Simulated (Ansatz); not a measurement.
Space group Im-3m (No. 229). a = 3.305 Å, b = 3.305 Å, c = 3.305 Å, α = 90.00°, β = 90.00°, γ = 90.00°
| atom | site | symmetry | x | y | z |
| --- | --- | --- | --- | --- | --- |
| Ta | 2a | m-3m | 0.0000 | 0.0000 | 0.0000 |

Equation of state of this Ta structure (not necessarily the ground state), with shape and atoms relaxed at each volume where symmetry leaves them free. It has no gap at any of these volumes. These are results of DFT r2SCAN, scalar-relativistic, plane waves, PAW (Ansatz 0.2.0), not measurements.

Cutoff 500 eV; k points 18×18×18 on the computed 1-atom cell (Γ-centred); Gaussian smearing, width 0.10 eV; no spin polarisation.

| V (Å³/atom) | E − E(largest V) (meV/atom) | P (GPa) |
| --- | --- | --- |
| 16.961 | 7.04 | 13.94 |
| 17.502 | -27.28 | 6.51 |
| 18.043 | -37.96 | 0.00 |
| 18.585 | -27.90 | -5.66 |
| 19.126 | 0.00 | -10.56 |

**Question.** Fit a third-order Birch–Murnaghan equation to E(V).

**Answer.** V0 = 18.04 Å³/atom, B0 = 203 GPa, B0' = 3.7.

Spin-orbit coupling is left out, which matters for the bands of heavy elements.